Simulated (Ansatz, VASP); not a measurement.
# Si in VASP and in Ansatz

```
Si
1.0
     3.86854    0.00000    0.00000
     0.00000    5.47094    0.00000
     0.00000    0.00000   17.93430
Si
4
Direct
  0.00000 0.37500 0.44607
  0.50000 0.12500 0.44607
  0.50000 0.87500 0.55393
  0.00000 0.62500 0.55393
```

The slab is cut from a database's or a generator's crystal, which needn't be the stable form of the element.

Alike in both runs: task single point; functional PBE; k mesh 8 × 6 × 1; occupations fermi-dirac, width 0.02 eV; no spin polarisation.

```csv
,VASP,Ansatz
version,VASP 6.6.1,Ansatz 0.2.0
potentials or method,"VASP PAW PBE potentials, release 64 (Si), cutoff 520 eV","all-electron LAPW, scalar-relativistic"
```

|  | VASP | Ansatz | Ansatz less VASP |
| --- | --- | --- | --- |
| rms of the force components (eV/Å) | 0.313 | 0.311 | -0.0018 |

Atom by atom the forces differ by 0.003 eV/Å (rms over components). Ansatz ran all-electron here, so the differences hold the error of VASP's frozen core and of both bases.
